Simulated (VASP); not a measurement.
Sn, 1 atom in the cell. It takes space group Im-3m (No. 229, cubic). Conventional cell: a = 3.789 Å, b = 3.789 Å, c = 3.789 Å, α = 90.00°, β = 90.00°, γ = 90.00°. Sn (site symmetry m-3m) has 8 Sn at 3.28 Å as nearest neighbours. This isn't the form of Sn at room conditions, which is tetragonal (white tin).

- Program: VASP 6.6.1
- Task: band structure
- Functional: TPSS
- Potentials or basis: VASP PAW PBE potentials, release 64 (Sn_d)
- Cutoff: 520 eV
- k mesh: 10 × 10 × 10
- Occupations: fermi-dirac, width 0.05 eV
- Spin: no spin polarisation
- Further INCAR settings: ALGO = Normal; EDIFF = 1e-06; NBANDS = 13

Potentials or basis: VASP PAW PBE potentials, release 64 (Sn_d).

The run is started by

```console
$ cat potpaw_PBE.64/Sn_d/POTCAR > POTCAR
$ mpirun -np 1 vasp_std > vasp.out
```

Hardware: 1 thread of AMD EPYC 7R43 64-Core Processor (Zen 3) (shared host).

**Question.** Estimate the wall time of this run.

**Answer.** It took 2.7 min on 1 thread of AMD EPYC 7R43 64-Core Processor (Zen 3), with other jobs on the host, peak memory 0.12 GiB. Counts: scf iterations 33, k points 47.
